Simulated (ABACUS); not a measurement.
The system is GaSb.

```
Sb Ga
1.0
    -3.05900    0.00000    3.05900
     0.00000    3.05900    3.05900
    -3.05900    3.05900    0.00000
Sb Ga
1 1
Direct
  0.25000 0.25000 0.25000
  0.00000 0.00000 0.00000
```

Base run:

```yaml
Program: ABACUS 3.10.1
Functional: TPSS
Potentials_or_basis: SG15 ONCV 1.2 PBE
Cutoff: 1279 eV
Density_cutoff: 5116 eV
Basis: plane waves
k_mesh: 5 × 5 × 5
Occupations: fermi-dirac, width 0.05 eV
Spin: no spin polarisation
```

Its results: band gap on the k mesh 0.14 eV, direct; pressure 0.8 GPa.

Problem. The run is repeated on the same cell with these changes: functional from TPSS to MS2. What comes out?

Solution. Band gap on the k mesh 0.15 eV, direct; pressure 29.0 GPa.

Caveats: the potentials were made for another functional, which shifts forces and pressure; spin-orbit coupling is left out, which moves the levels of the heavy elements; an odd mesh through Γ misses points on the zone boundary, where band edges often lie; a pressure of tens of GPa on the cell as given is suspect, and the run, the potentials or the cell itself is likely at fault (some runs).

Not every run made on this cell is shown here.
